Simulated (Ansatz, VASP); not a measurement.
**MgO in VASP and in Ansatz**

File INCAR:

```
SYSTEM = MgO
PREC = Accurate
ENCUT = 520
EDIFF = 1E-6
ISMEAR = -1
SIGMA = 0.01
LREAL = .False.
LASPH = .True.
NELM = 60
ALGO = Normal
ISIF = 2
LWAVE = .False.
LCHARG = .False.
GGA = PE
NBANDS = 11
```

Contents of KPOINTS:

```
Automatic mesh
0
Gamma
  15 15 15
  0 0 0
```

The input POSCAR:

```
MgO
1.0
    0.0000000000      2.1351500000      2.1351500000
    2.1351500000      0.0000000000      2.1351500000
    2.1351500000      2.1351500000      0.0000000000
Mg O
1 1
Direct
    0.0000000000      0.0000000000      0.0000000000
    0.5000000000      0.5000000000      0.5000000000
```

Input for Ansatz:

```yaml
crystal:
  lattice:
    - [0.0, 2.13515, 2.13515]
    - [2.13515, 0.0, 2.13515]
    - [2.13515, 2.13515, 0.0]
  atoms:
    - { symbol: Mg, position: [0.0, 0.0, 0.0] }
    - { symbol: O, position: [0.5, 0.5, 0.5] }
kpoints:
  mp_grid: { grid: [15, 15, 15] }
scf:
  occupations: { method: fermi_dirac, width: 0.01 }
hamiltonian:
  xc: pbe
  pseudopotentials: { kind: all_electron, lapw: { basis_error: 0.001 } }
output:
  forces: true
  stress: true
  eigenvalues: true
basis:
  xc_grid: 1
```

Alike in both runs: task single point; functional PBE; k mesh 15 × 15 × 15; occupations fermi-dirac, width 0.01 eV; no spin polarisation.

```csv
,VASP,Ansatz
version,VASP 6.6.1,Ansatz 0.2.0
potentials or method,"VASP PAW PBE potentials, release 64 (Mg, O)","all-electron LAPW, scalar-relativistic"
plane-wave cutoff (eV),520,see its input
```

```tsv
	VASP	Ansatz	Ansatz less VASP
gap on the k mesh at the Fermi level (eV)	4.34	4.35	+0.012
pressure (GPa)	-2.4	-1.6	+0.81
```

Ansatz ran all-electron here, so the differences hold the error of VASP's frozen core and of both bases.

Caveats: an odd mesh through Γ misses points on the zone boundary, where band edges often lie. As with any semilocal functional, this PBE gap is likely too small.
